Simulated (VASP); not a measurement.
# CdSe (Cadmoselite) (P6_3mc) in VASP: settings compared, part 2 of 2

VASP 6.6.1.

**5. Single point, BLYP**

This run uses another cell than the first one, of 31.58 Å³/atom, 1.215 times its volume.

INCAR

```
AGGAC = 1.0
AGGAX = 1.0
ALDAC = 0.0
ALDAX = 1.0
ALGO = Normal
EDIFF = 1E-6
ENCUT = 520
GGA = B5
ISIF = 2
ISMEAR = -1
LASPH = True
LCHARG = True
LELF = True
LREAL = False
LVHAR = True
LWAVE = False
NBANDS = 26
NELM = 80
PREC = Accurate
SIGMA = 0.05
```

KPOINTS

```
k-points
0
Gamma
  7 7 4
```

POSCAR

```
CdSe
1.0
    4.4678900636      0.0000000000      0.0000000000
   -2.2339450318      3.8693062964      0.0000000000
    0.0000000000      0.0000000000      7.3075340198
Cd Se
2 2
Direct
    0.6666666667      0.3333333333      0.5048356857
    0.3333333333      0.6666666667      0.0048356857
    0.6666666667      0.3333333333      0.8801643143
    0.3333333333      0.6666666667      0.3801643143
```

Potentials or basis: VASP PAW PBE potentials, release 64 (Cd, Se).

On the command line:

```
$ cat potpaw_PBE.64/Cd/POTCAR potpaw_PBE.64/Se/POTCAR > POTCAR
$ mpirun -np 1 vasp_std > vasp.out
```

OUTCAR:

```text
EDIFF = 1E-6
   ENCUT = 520
   GGA = B5
   ISIF = 2
   ISMEAR = -1
   LASPH = True
   LREAL = False
   NELM = 80
   PREC = Accurate

 ion  position               nearest neighbor table
   1  0.667  0.333  0.505-   4 2.74   4 2.74   4 2.74   3 2.74
   2  0.333  0.667  0.005-   3 2.74   3 2.74   3 2.74   4 2.74
   3  0.667  0.333  0.880-   2 2.74   2 2.74   2 2.74   1 2.74
   4  0.333  0.667  0.380-   1 2.74   1 2.74   1 2.74   2 2.74

  LATTYP: Found a hexagonal cell.
[... 892 lines left out ...]

  FORCE on cell =-STRESS in cart. coord.  units (eV):
  Direction    XX          YY          ZZ          XY          YZ          ZX
  --------------------------------------------------------------------------------------
  -------------------------------------------------------------------------------------
  Total        0.1921500      0.1921500      0.1963174      0.0000000      0.0000000      0.0000000
  in kB        2.4369387      2.4369387      2.4897916      0.0000000      0.0000000      0.0000000
  external PRESSURE =       2.4545563 kB  Pullay stress =       0.0000000 kB

 VOLUME and BASIS-vectors are now :
 -----------------------------------------------------------------------------
  energy-cutoff  :      520.00
  volume of cell :      126.33
      direct lattice vectors                 reciprocal lattice vectors
     4.467890064  0.000000000  0.000000000     0.223819294  0.129222130  0.000000000
    -2.233945032  3.869306296  0.000000000     0.000000000  0.258444259  0.000000000
     0.000000000  0.000000000  7.307534020     0.000000000  0.000000000  0.136845069

 POSITION                                       TOTAL-FORCE (eV/Angst)
 -----------------------------------------------------------------------------------
      2.23395      1.28977      3.68910         0.000000      0.000000      0.001801
     -0.00000      2.57954      0.03534        -0.000000     -0.000000      0.001801
      2.23395      1.28977      6.43183        -0.000000      0.000000     -0.001801
     -0.00000      2.57954      2.77806         0.000000      0.000000     -0.001801
 -----------------------------------------------------------------------------------
    total drift:                               -0.000000     -0.000000     -0.000294

  FREE ENERGIE OF THE ION-ELECTRON SYSTEM (eV)
  ---------------------------------------------------
  free  energy   TOTEN  =        -9.1132654866 eV

  energy  without entropy=       -9.1129495450  energy(sigma->0) =       -9.11310752
```

OSZICAR:

```text
N       E                     dE             d eps       ncg     rms          rms(c)
DAV:   1     0.238266119729E+03    0.23827E+03   -0.16754E+04  1248   0.123E+03
DAV:   2     0.317184560370E+01   -0.23509E+03   -0.22699E+03  1396   0.302E+02
DAV:   3    -0.997479927613E+01   -0.13147E+02   -0.13068E+02  1474   0.706E+01
DAV:   4    -0.100930173881E+02   -0.11822E+00   -0.11812E+00  1400   0.649E+00
DAV:   5    -0.100938178202E+02   -0.80043E-03   -0.80041E-03  1412   0.516E-01    0.637E+00
DAV:   6    -0.913710819927E+01    0.95671E+00   -0.17632E+00  1350   0.120E+01    0.531E+00
DAV:   7    -0.911311886964E+01    0.23989E-01   -0.45629E-01  1294   0.335E+00    0.270E+00
DAV:   8    -0.911361376115E+01   -0.49489E-03   -0.30216E-02  1282   0.169E+00    0.340E-01
DAV:   9    -0.911303630701E+01    0.57745E-03   -0.55675E-03  1386   0.752E-01    0.865E-02
DAV:  10    -0.911323534999E+01   -0.19904E-03   -0.61838E-04  1300   0.217E-01    0.707E-02
DAV:  11    -0.911327682343E+01   -0.41473E-04   -0.76645E-05  1334   0.536E-02    0.175E-02
DAV:  12    -0.911326511915E+01    0.11704E-04   -0.32013E-05  1316   0.381E-02    0.284E-03
DAV:  13    -0.911326548655E+01   -0.36740E-06   -0.37480E-06  1328   0.113E-02
   1 F= -.91132655E+01 E0= -.91131075E+01  d E =-.315942E-03
```

stdout:

```text
POSCAR found type information on POSCAR CdSe
 POSCAR found :  2 types and       4 ions
 scaLAPACK will be used
 -----------------------------------------------------------------------------
|                                                                             |
|                                                                             |
|     You enforced a specific xc type in the INCAR file but a different       |
|     I HOPE YOU KNOW WHAT YOU ARE DOING!                                     |
|                                                                             |
 -----------------------------------------------------------------------------

 LDA part: xc-table for (Slater(with rela. corr.)+VWN5), standard interpolation
 POSCAR, INCAR and KPOINTS ok, starting setup
 FFT: planning ... GRIDC
 FFT: planning ... GRID_SOFT
 FFT: planning ... GRID
 WAVECAR not read
 entering main loop
```

Run time: 1.8 min. Hardware: 1 thread of AMD EPYC 7R13 (Zen 3), shared host; peak memory 0.25 GiB.

What came out:

```yaml
Free_energy: -9.1133 eV
Pressure: 0.2 GPa
Band_gap_on_the_k_mesh: 0.34 eV, direct
```

Caveat: the PAW data sets were made with another functional, which shifts forces and pressure a little.

**6. Single point, r2SCAN**

This run uses another cell than the first one, of 28.10 Å³/atom, 1.081 times its volume.

POSCAR

```
CdSe
1.0
    4.3000000000      0.0000000000      0.0000000000
   -2.1500000000      3.7239092363      0.0000000000
    0.0000000000      0.0000000000      7.0200000000
Cd Se
2 2
Direct
    0.6666666667      0.3333333333      0.5000000000
    0.3333333333      0.6666666667      0.0000000000
    0.6666666667      0.3333333333      0.8850000000
    0.3333333333      0.6666666667      0.3850000000
```

INCAR.step1

```
SYSTEM = CdSe
PREC = Accurate
ENCUT = 520
ISMEAR = -1
SIGMA = 0.05
LREAL = .False.
LASPH = .True.
NELM = 60
NBANDS = 26
GGA = PE
ALGO = Normal
EDIFF = 1E-4
LWAVE = .True.
LCHARG = .False.
```

INCAR.step2

```
SYSTEM = CdSe
PREC = Accurate
ENCUT = 520
EDIFF = 1E-6
ISMEAR = -1
SIGMA = 0.05
LREAL = .False.
LASPH = .True.
NELM = 60
ALGO = Normal
ISIF = 2
LWAVE = .False.
LCHARG = .True.
METAGGA = R2SCAN
LMIXTAU = .True.
LELF = .True.
LVHAR = .True.
NBANDS = 26
ISTART = 1
```

KPOINTS

```
regular mesh
0
Gamma
  7 7 4
  0 0 0
```

Potentials or basis: VASP PAW PBE potentials, release 64 (Cd, Se).

On the command line:

```
$ cat potpaw_PBE.64/Cd/POTCAR potpaw_PBE.64/Se/POTCAR > POTCAR
$ cp INCAR.step1 INCAR
$ mpirun -np 1 vasp_std > vasp.out
$ cp INCAR.step2 INCAR
$ mpirun -np 1 vasp_std > vasp.out
```

OUTCAR:

```text
SYSTEM = CdSe
   PREC = Accurate
   ENCUT = 520
   EDIFF = 1E-6
   ISMEAR = -1
   LREAL = .False.
   LASPH = .True.
   NELM = 60
   ISIF = 2
   METAGGA = R2SCAN
   ISTART = 1

 ion  position               nearest neighbor table
   1  0.667  0.333  0.500-   4 2.61   4 2.61   4 2.61   3 2.70
   2  0.333  0.667  0.000-   3 2.61   3 2.61   3 2.61   4 2.70
   3  0.667  0.333  0.885-   2 2.61   2 2.61   2 2.61   1 2.70
   4  0.333  0.667  0.385-   1 2.61   1 2.61   1 2.61   2 2.70

  LATTYP: Found a hexagonal cell.
 ALAT       =     4.3000000000
 C/A-ratio  =     1.6325581395

  Lattice vectors:

 A1 = (   4.3000000000,   0.0000000000,   0.0000000000)
 A2 = (  -2.1500000000,   3.7239092363,   0.0000000000)
 A3 = (   0.0000000000,   0.0000000000,   7.0200000000)

Analysis of symmetry for initial positions (statically):
=====================================================================
 Subroutine PRICEL returns:
 Original cell was already a primitive cell.

 Routine SETGRP: Setting up the symmetry group for a
[... 169 lines left out ...]
  free energy    TOTEN  =       -71.79320535 eV

  energy without entropy =      -71.79320516  energy(sigma->0) =      -71.79320525

 E-fermi :   1.2661     XC(G=0):  -9.4239

 val. band max:        0.6391704588   @ k =   0.0000   0.0000   0.0000
 cond. band min:       1.8266843028   @ k =   0.0000   0.0000   0.0000
 fundamental gap:      1.1875138440
 Fermi energy:         1.2660560598

 k-point     1 :       0.0000    0.0000    0.0000
  band No.  band energies     occupation
      1     -12.3835      2.00000
      2     -12.0097      2.00000
      3      -7.5283      2.00000
      4      -7.5283      2.00000
      5      -7.4674      2.00000
      6      -7.4674      2.00000
[... 685 lines left out ...]
     25       9.2548      0.00000
     26       9.2548      0.00000

------------------------ aborting loop because EDIFF is reached ----------------------------------------

  FORCE on cell =-STRESS in cart. coord.  units (eV):
  Direction    XX          YY          ZZ          XY          YZ          ZX
  --------------------------------------------------------------------------------------
  -------------------------------------------------------------------------------------
  Total        1.7869048      1.7869048      0.3095779      0.0000000      0.0000000      0.0000000
  in kB       25.4687329     25.4687329      4.4124108      0.0000000      0.0000000      0.0000000
  external PRESSURE =      18.4499589 kB  Pullay stress =       0.0000000 kB

 VOLUME and BASIS-vectors are now :
 -----------------------------------------------------------------------------
  energy-cutoff  :      520.00
  volume of cell :      112.41
      direct lattice vectors                 reciprocal lattice vectors
     4.300000000  0.000000000  0.000000000     0.232558140  0.134267504  0.000000000
    -2.150000000  3.723909236  0.000000000     0.000000000  0.268535009  0.000000000
     0.000000000  0.000000000  7.020000000     0.000000000  0.000000000  0.142450142

 POSITION                                       TOTAL-FORCE (eV/Angst)
 -----------------------------------------------------------------------------------
      2.15000      1.24130      3.51000        -0.000000     -0.000000      0.286378
     -0.00000      2.48261      0.00000         0.000000     -0.000000      0.286378
      2.15000      1.24130      6.21270         0.000000     -0.000000     -0.286378
     -0.00000      2.48261      2.70270         0.000000      0.000000     -0.286378
 -----------------------------------------------------------------------------------
    total drift:                               -0.000000     -0.000000      0.002996

  FREE ENERGIE OF THE ION-ELECTRON SYSTEM (eV)
  ---------------------------------------------------
  free  energy   TOTEN  =       -71.7932053455 eV

  energy  without entropy=      -71.7932051627  energy(sigma->0) =      -71.79320525
```

OUTCAR.step1:

```text
SYSTEM = CdSe
   PREC = Accurate
   ENCUT = 520
   ISMEAR = -1
   LREAL = .False.
   LASPH = .True.
   NELM = 60
[... 923 lines left out ...]
     -0.00000      2.48261      0.00000        -0.000000     -0.000000      0.291161
      2.15000      1.24130      6.21270        -0.000000     -0.000000     -0.291161
     -0.00000      2.48261      2.70270         0.000000      0.000000     -0.291161
 -----------------------------------------------------------------------------------
    total drift:                               -0.000000     -0.000000      0.000304

  FREE ENERGIE OF THE ION-ELECTRON SYSTEM (eV)
  ---------------------------------------------------
  free  energy   TOTEN  =       -10.9042260907 eV

  energy  without entropy=      -10.9042111514  energy(sigma->0) =      -10.90421862
```

OSZICAR.step1:

```text
N       E                     dE             d eps       ncg     rms          rms(c)
DAV:   1     0.242744680635E+03    0.24274E+03   -0.17155E+04  1248   0.125E+03
DAV:   2     0.117780881503E+01   -0.24157E+03   -0.23402E+03  1358   0.312E+02
DAV:   3    -0.115499769009E+02   -0.12728E+02   -0.12657E+02  1490   0.715E+01
DAV:   4    -0.116562773465E+02   -0.10630E+00   -0.10619E+00  1376   0.619E+00
DAV:   5    -0.116569217058E+02   -0.64436E-03   -0.64433E-03  1430   0.468E-01    0.888E+00
DAV:   6    -0.109388665198E+02    0.71806E+00   -0.12370E+00  1518   0.110E+01    0.697E+00
DAV:   7    -0.109056013146E+02    0.33265E-01   -0.53843E-01  1316   0.374E+00    0.258E+00
DAV:   8    -0.109038710238E+02    0.17303E-02   -0.56519E-02  1300   0.238E+00    0.395E-01
DAV:   9    -0.109039884954E+02   -0.11747E-03   -0.73045E-03  1376   0.980E-01    0.111E-01
DAV:  10    -0.109041347058E+02   -0.14621E-03   -0.81824E-04  1304   0.310E-01    0.720E-02
DAV:  11    -0.109042260907E+02   -0.91385E-04   -0.20008E-04  1120   0.813E-02
   1 F= -.10904226E+02 E0= -.10904219E+02  d E =-.149393E-04
```

Wall time 4.5 min (1 thread of AMD EPYC 7R13 (Zen 3), shared host); peak memory 0.24 GiB.

Results:

* Free energy: -71.7932 eV
* Pressure: 1.8 GPa
* Largest force: 0.286 eV/Å
* Band gap on the k mesh: 1.19 eV, direct

Forces on the atoms (eV/Å):
```
Cd   0.000  0.000  0.286
Cd   0.000  0.000  0.286
Se   0.000  0.000 -0.286
Se   0.000  0.000 -0.286
```

Stress tensor (GPa, compression positive):
```
2.55 0.00 0.00
0.00 2.55 0.00
0.00 0.00 0.44
```

Levels at points of the mesh, in eV from the valence-band top:
| k point | band 15 | band 16 | band 17 | band 18 | band 19 | band 20 | band 21 | band 22 |
| --- | --- | --- | --- | --- | --- | --- | --- | --- |
| (0.00, 0.00, 0.00) | -0.73 | -0.01 | 0.00 | 0.00 | 1.19 | 2.59 | 6.39 | 6.39 |
| (0.00, 0.00, 0.50) | -0.38 | -0.38 | -0.38 | -0.38 | 2.80 | 2.80 | 6.29 | 6.29 |

Caveat: the PAW data sets were made with another functional, which shifts forces and pressure a little.

**7. Summary**

| level | cell | smearing | gap on the mesh (eV) | pressure (GPa) | largest force (eV/Å) |
| --- | --- | --- | --- | --- | --- |
| PBEsol | a = 4.186, b = 4.186, c = 6.853 Å, angles 90.0, 90.0, 120.0°, 4 atoms | fermi-dirac 0.05 eV | 0.70 | 5.4 | 0.01 |
| PBEsol | a = 4.302, b = 4.302, c = 7.022 Å, angles 90.0, 90.0, 120.0°, 4 atoms | fermi-dirac 0.05 eV | 0.54 | 0.3 | - |
| PBE | a = 4.300, b = 4.300, c = 7.020 Å, angles 90.0, 90.0, 120.0°, 4 atoms | gaussian 0.012 eV | 0.70 | 3.3 | 0.29 |
| BLYP | a = 4.468, b = 4.468, c = 7.308 Å, angles 90.0, 90.0, 120.0°, 4 atoms | fermi-dirac 0.05 eV | 0.34 | 0.2 | - |
| r2SCAN | a = 4.300, b = 4.300, c = 7.020 Å, angles 90.0, 90.0, 120.0°, 4 atoms | fermi-dirac 0.05 eV | 1.19 | 1.8 | 0.29 |

Alike in all rows: task single point; potentials or basis VASP PAW PBE potentials, release 64 (Cd, Se); no spin polarisation; k mesh 7 × 7 × 4; cutoff (eV) 520.

Caveats: the PAW data sets were made with another functional, which shifts forces and pressure a little (some runs).

Total energies depend on the potentials used, so only differences within one code and one set of settings carry meaning.

**8. Comparison with measurements**

Step 3. Against the measured gap of CdSe, 1.841 eV (2 K; a printed reference work, data compilation), the calculated 0.54 eV is off by -1.30 eV. So large a miss can be the level of theory's own, or it may mean another phase, state or a wrong row. Spin-orbit coupling on Cd, Se is left out. The value is that of PBEsol, without temperature or zero-point motion. Semilocal functionals fall short of measured gaps as a rule.

Step 5. A measured gap of CdSe is 1.841 eV (2 K; a printed reference work, data compilation); the calculated 0.34 eV misses it by -1.50 eV. So large a miss can be the level of theory's own, or it may mean another phase, state or a wrong row. Spin-orbit coupling on Cd, Se is left out. The value is that of BLYP, without temperature or zero-point motion. Semilocal functionals fall short of measured gaps as a rule.

Step 6. Against the measured gap of CdSe, 1.841 eV (2 K; a printed reference work, data compilation), the calculated 1.19 eV is off by -0.65 eV. Spin-orbit coupling on Cd, Se is left out. The value is that of r2SCAN, without temperature or zero-point motion.
